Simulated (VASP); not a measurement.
# Hf (Fm-3m) in VASP: electric field gradients with PBE

Aim: the electric field gradients of Hf with PBE.

Everything below comes from runs of VASP 6.6.1. Logs are shortened: lines on timing, memory, paths and dates and some standing lists are left out, and cuts for length are marked.

### 1 Starting point

It takes space group Fm-3m (No. 225, cubic). Conventional cell: a = 4.440 Å, b = 4.440 Å, c = 4.440 Å, α = 90.00°, β = 90.00°, γ = 90.00°. Hf (site symmetry m-3m) is surrounded by 12 Hf at 3.14 Å.

This isn't the form of Hf at room conditions, which is hcp.

### 2 Electric field gradients, PBE

File INCAR:

```
  PREC = Accurate
  ENCUT = 520
  EDIFF = 1E-8
  ISMEAR = -1
  SIGMA = 0.03
  LREAL = F
  LASPH = T
  NELM = 80
  ALGO = Normal
  ISIF = 2
  LWAVE = F
  LCHARG = F
  GGA = PE
  LEFG = T
  NBANDS = 11
```

File KPOINTS:

```
regular mesh
0
Gamma
  13 13 13
```

File POSCAR:

```
Hf
1.0
    0.0000000000      2.2200000000      2.2200000000
    2.2200000000      0.0000000000      2.2200000000
    2.2200000000      2.2200000000      0.0000000000
Hf
1
Direct
    0.0000000000      0.0000000000      0.0000000000
```

Potentials or basis: VASP PAW PBE potentials, release 64 (Hf_pv).

Command:

```console
cat potpaw_PBE.64/Hf_pv/POTCAR > POTCAR
mpirun -np 1 vasp_std > vasp.out
```

OUTCAR:

```text
PREC = Accurate
   ENCUT = 520
   EDIFF = 1E-8
   ISMEAR = -1
   LREAL = F
   LASPH = T
   NELM = 80
   ISIF = 2
   GGA = PE

 ion  position               nearest neighbor table
   1  0.000  0.000  0.000-

  LATTYP: Found a face centered cubic cell.
 ALAT       =     4.4400000000

  Lattice vectors:

 A1 = (   0.0000000000,   2.2200000000,   2.2200000000)
 A2 = (   2.2200000000,   0.0000000000,   2.2200000000)
 A3 = (   2.2200000000,   2.2200000000,   0.0000000000)

Analysis of symmetry for initial positions (statically):
=====================================================================
 Subroutine PRICEL returns:
 Original cell was already a primitive cell.

 Routine SETGRP: Setting up the symmetry group for a
 face centered cubic supercell.

 Subroutine GETGRP returns: Found 48 space group operations
 (whereof 48 operations were pure point group operations)
 out of a pool of 48 trial point group operations.

The static configuration has the point symmetry O_h .

Analysis of symmetry for dynamics (positions and initial velocities):
=====================================================================
 Subroutine PRICEL returns:
 Original cell was already a primitive cell.

 Routine SETGRP: Setting up the symmetry group for a
 face centered cubic supercell.

 Subroutine GETGRP returns: Found 48 space group operations
 (whereof 48 operations were pure point group operations)
 out of a pool of 48 trial point group operations.

The dynamic configuration has the point symmetry O_h .

 Subroutine INISYM returns: Found 48 space group operations
 (whereof 48 operations are pure point group operations),
 and found     1 'primitive' translations

----------------------------------------------------------------------------------------

                                     Primitive cell

  volume of cell :      21.8821

  direct lattice vectors                    reciprocal lattice vectors
     0.000000000  2.220000000  2.220000000    -0.225225225  0.225225225  0.225225225
     2.220000000  0.000000000  2.220000000     0.225225225 -0.225225225  0.225225225
     2.220000000  2.220000000  0.000000000     0.225225225  0.225225225 -0.225225225

  length of vectors
     3.139554108  3.139554108  3.139554108     0.390101533  0.390101533  0.390101533

  position of ions in fractional coordinates (direct lattice)
     0.000000000  0.000000000  0.000000000

  ion indices of the primitive-cell ions
   primitive index   ion index
                 1           1

----------------------------------------------------------------------------------------

 KPOINTS: regular mesh

Automatic generation of k-mesh.
 Grid dimensions read from file:
 generate k-points for:   13   13   13

 Generating k-lattice:

  Cartesian coordinates                     Fractional coordinates (reciprocal lattice)
    -0.017325017  0.017325017  0.017325017     0.076923077  0.000000000  0.000000000
     0.017325017 -0.017325017  0.017325017     0.000000000  0.076923077  0.000000000
     0.017325017  0.017325017 -0.017325017     0.000000000  0.000000000  0.076923077

  Length of vectors
     0.030007810  0.030007810  0.030007810

  Shift w.r.t. Gamma in fractional coordinates (k-lattice)
     0.000000000  0.000000000  0.000000000

 Subroutine IBZKPT returns following result:
 ===========================================

 Found     84 irreducible k-points:

 Following reciprocal coordinates:
            Coordinates               Weight
  0.000000  0.000000  0.000000      1.000000
  0.076923  0.000000  0.000000      8.000000
  0.153846  0.000000  0.000000      8.000000
  0.230769  0.000000  0.000000      8.000000
  0.307692  0.000000  0.000000      8.000000
  0.384615  0.000000  0.000000      8.000000
[... 16 lines left out ...]
  0.384615  0.153846  0.000000     24.000000
  0.461538  0.153846  0.000000     24.000000
 [... further k-points ...]
   k-points           NKPTS =     84   k-points in BZ     NKDIM =     84   number of bands    NBANDS=     11
   number of dos      NEDOS =    301   number of ions     NIONS =      1
   total plane-waves  NPLWV =  13824
   dimension x,y,z NGX =    24 NGY =   24 NGZ =   24
   dimension x,y,z NGXF=    48 NGYF=   48 NGZF=   48
   ions per type =               1
   NGX,Y,Z   is equivalent  to a cutoff of  12.71, 12.71, 12.71 a.u.
   NGXF,Y,Z  is equivalent  to a cutoff of  25.42, 25.42, 25.42 a.u.
 SYSTEM =  unknown system
   PREC   = accura    normal or accurate (medium, high low for compatibility)
   ISTART =      0    job   : 0-new  1-cont  2-samecut
   ICHARG =      2    charge: 1-file 2-atom 10-const
   ISPIN  =      1    spin polarized calculation?
   LNONCOLLINEAR =      F non collinear calculations
   LSORBIT =      F    spin-orbit coupling
   LASPH  =      T    aspherical Exc in radial PAW
   ENCUT  =  520.0 eV  38.22 Ry    6.18 a.u.   5.84  5.84  5.84*2*pi/ulx,y,z
   NELM   =     80;   NELMIN=  2; NELMDL= -5     # of ELM steps
   EDIFF  = 0.1E-07   stopping-criterion for ELM
   LREAL  =      F    real-space projection
   EDIFFG = 0.1E-06   stopping-criterion for IOM
   NSW    =      0    number of steps for IOM
   IBRION =     -1    ionic relax: 0-MD 1-quasi-New 2-CG
   NFREE  =      0    steps in history (QN), initial steepest desc. (CG)
   ISIF   =      2    stress and relaxation
   ISYM   =      2    0-nonsym 1-usesym 2-fastsym
   POTIM  = 0.5000    time-step for ionic-motion
   TEBEG  =    0.0;   TEEND  =   0.0 temperature during run
   PSTRESS=    0.0 pullay stress
   NELECT =      10.0000    total number of electrons
   NUPDOWN=      -1.0000    fix difference up-down
   EMIN   =  10.00;   EMAX   =-10.00  energy-range for DOS
   EFERMI =   0.00;   METHOD = LEGACY
   ISMEAR =    -1;   SIGMA  =   0.03  broadening in eV -4-tet -1-fermi 0-gaus
   EFERMI_NEDOS =   21; number of points for ismear=-14 and -15
   IALGO  =     38    algorithm
   IMIX   =      4    mixing-type and parameters
     AMIX     =   0.40;   BMIX     =  1.00
     AMIX_MAG =   1.60;   BMIX_MAG =  1.00
  volume/ion in A,a.u.               =      21.88       147.67
  Fermi-wavevector in a.u.,A,eV,Ry     =   1.260991  2.382927 21.634588  1.590097
  Thomas-Fermi vector in A             =   2.394472
   LORBIT       =      0    0 simple, 1 ext, 2 COOP (PROOUT), +10 PAW based schemes
   GGA     = PE    functional components
   LHFCALC =     F    Hartree Fock is set to
   AEXX    =    0.0000 exact exchange contribution
   IVDW    =     0    specifies the selected vdW correction
   LEPSILON=     F    determine dielectric tensor
   LRPA    =     F    only Hartree local field effects (RPA)
 non-spin polarized calculation
  energy-cutoff  :      520.00
  volume of cell :       21.88
 maximum number of plane-waves:       609
   NGX = 11   NGY = 11   NGZ = 11

 number of electron      10.0000000 magnetization

 Free energy of the ion-electron system (eV)
  ---------------------------------------------------
  ext. energy  EPLUGINS =         0.00000000
  ---------------------------------------------------
  free energy    TOTEN  =        -9.85050347 eV

  energy without entropy =       -9.84596462  energy(sigma->0) =       -9.84823405

 E-fermi :   4.8779     XC(G=0): -11.3867

 val. band max:        4.8751658489   @ k =   0.3077   0.0000   0.0000
 cond. band min:       4.8822743237   @ k =  -0.3846   0.3846   0.1538
 fundamental gap:      0.0071084747
 Fermi energy:         4.8778641843

 k-point     1 :       0.0000    0.0000    0.0000
  band No.  band energies     occupation
      1     -25.0376      2.00000
      2     -25.0376      2.00000
      3     -25.0376      2.00000
      4      -2.3905      2.00000
      5       6.3088      0.00000
      6       6.3088      0.00000
      7       6.3088      0.00000
      8       9.1794      0.00000
      9       9.1794      0.00000
     10      16.2842      0.00000
     11      18.0407      0.00000

 k-point     2 :       0.0769    0.0000    0.0000
  band No.  band energies     occupation
      1     -25.0912      2.00000
      2     -25.0444      2.00000
      3     -25.0444      2.00000
      4      -2.1786      2.00000
      5       6.0935      0.00000
      6       6.4096      0.00000
      7       6.4096      0.00000
      8       9.0683      0.00000
      9       9.0683      0.00000
     10      16.7549      0.00000
     11      18.0399      0.00000

 k-point     3 :       0.1538    0.0000    0.0000
  band No.  band energies     occupation
      1     -25.2373      2.00000
      2     -25.0630      2.00000
      3     -25.0630      2.00000
      4      -1.5788      2.00000
      5       5.5956      0.00000
      6       6.6278      0.00000
      7       6.6278      0.00000
      8       8.8913      0.00000
      9       8.8913      0.00000
     10      17.5778      0.00000
     11      18.0391      0.00000

 k-point     4 :       0.2308    0.0000    0.0000
  band No.  band energies     occupation
      1     -25.4374      2.00000
      2     -25.0891      2.00000
      3     -25.0891      2.00000
      4      -0.7067      2.00000
      5       5.1015      0.00116
      6       6.7005      0.00000
      7       6.7005      0.00000
      8       9.0427      0.00000
      9       9.0427      0.00000
     10      16.6272      0.00000
     11      18.0422      0.00000
[... 239 lines left out ...]
 k-point    22 :       0.3077    0.1538    0.0000
  band No.  band energies     occupation
      1     -25.5302      2.00000
      2     -25.1704      2.00000
      3     -25.1664      2.00000
      4       0.2347      2.00000
      5       4.4180      2.00000
      6       6.1529      0.00000
      7       7.3280      0.00000
      8       8.6293      0.00000
      9      10.2792      0.00000
     10      17.6105      0.00000
     11      18.0572      0.00000

 k-point    23 :       0.3846    0.1538    0.0000
  band No.  band energies     occupation
      1     -25.6892      2.00000
      2     -25.2087      2.00000
      3     -25.1918      2.00000
      4       1.1111      2.00000
      5       4.3163      2.00000
      6       5.6726      0.00000
      7       7.1407      0.00000
      8       9.7754      0.00000
      9      10.9783      0.00000
     10      16.2250      0.00000
     11      18.0451      0.00000

 k-point    24 :       0.4615    0.1538    0.0000
  band No.  band energies     occupation
      1     -25.8028      2.00000
      2     -25.2513      2.00000
      3     -25.1993      2.00000
      4       1.7016      2.00000
      5       4.4295      2.00000
      6       5.5603      0.00000
      7       6.8988      0.00000
      8      11.0262      0.00000
      9      11.4496      0.00000
     10      14.6817      0.00000
     11      17.9644      0.00000

 [... further k-points ...]

------------------------ aborting loop because EDIFF is reached ----------------------------------------

  FORCE on cell =-STRESS in cart. coord.  units (eV):
  Direction    XX          YY          ZZ          XY          YZ          ZX
  --------------------------------------------------------------------------------------
  -------------------------------------------------------------------------------------
  Total        0.3860218      0.3860218      0.3860218     -0.0000000      0.0000000      0.0000000
  in kB       28.2639952     28.2639952     28.2639952     -0.0000000      0.0000000      0.0000000
  external PRESSURE =      28.2639952 kB  Pullay stress =       0.0000000 kB

 VOLUME and BASIS-vectors are now :
 -----------------------------------------------------------------------------
  energy-cutoff  :      520.00
  volume of cell :       21.88
      direct lattice vectors                 reciprocal lattice vectors
     0.000000000  2.220000000  2.220000000    -0.225225225  0.225225225  0.225225225
     2.220000000  0.000000000  2.220000000     0.225225225 -0.225225225  0.225225225
     2.220000000  2.220000000  0.000000000     0.225225225  0.225225225 -0.225225225

 POSITION                                       TOTAL-FORCE (eV/Angst)
 -----------------------------------------------------------------------------------
      0.00000      0.00000      0.00000         0.000000      0.000000      0.000000
 -----------------------------------------------------------------------------------
    total drift:                               -0.000000      0.000000      0.000000

  FREE ENERGIE OF THE ION-ELECTRON SYSTEM (eV)
  ---------------------------------------------------
  free  energy   TOTEN  =        -9.8505034734 eV

  energy  without entropy=       -9.8459646243  energy(sigma->0) =       -9.84823405

 Electric field gradients (V/A^2)
---------------------------------------------------------------------
 ion       V_xx      V_yy      V_zz      V_xy      V_xz      V_yz
---------------------------------------------------------------------
   1       0.000     0.000    -0.000    -0.000    -0.000    -0.000
---------------------------------------------------------------------

 Electric field gradients after diagonalization (V/A^2)
 (convention: |V_zz| > |V_xx| > |V_yy|)
----------------------------------------------------------------------
 ion       V_xx      V_yy      V_zz     asymmetry (V_yy - V_xx)/ V_zz
----------------------------------------------------------------------
   1       0.000     0.000    -0.001       0.000
----------------------------------------------------------------------

           NMR quadrupolar parameters

 Cq : quadrupolar parameter    Cq=e*Q*V_zz/h
 eta: asymmetry parameters     (V_yy - V_xx)/ V_zz
 Q  : nuclear electric quadrupole moment in mb (millibarn)
----------------------------------------------------------------------
 ion       Cq(MHz)       eta       Q (mb)
----------------------------------------------------------------------
   1      -0.000       0.000       1.000
----------------------------------------------------------------------
```

Wall time 9.8 s (1 thread of Intel Xeon Platinum 8488C (Sapphire Rapids), shared host); peak memory 0.14 GiB.

Results:

* Free energy: -9.8505 eV
* Pressure: 2.8 GPa
* Band gap on the k mesh: none (metal or under the smearing width)

Levels at points of the mesh, in eV from the Fermi level:
| k point | band 2 | band 3 | band 4 | band 5 | band 6 | band 7 | band 8 | band 9 |
| --- | --- | --- | --- | --- | --- | --- | --- | --- |
| (0.00, 0.00, 0.00) | -29.92 | -29.92 | -7.27 | 1.43 | 1.43 | 1.43 | 4.30 | 4.30 |

Electric field gradients, principal values (V/Å²):
```tsv
atom	Vxx	Vyy	Vzz
1 Hf	0.000	0.000	-0.001
```

The run has no spin-orbit coupling, so splittings on Hf are missing.
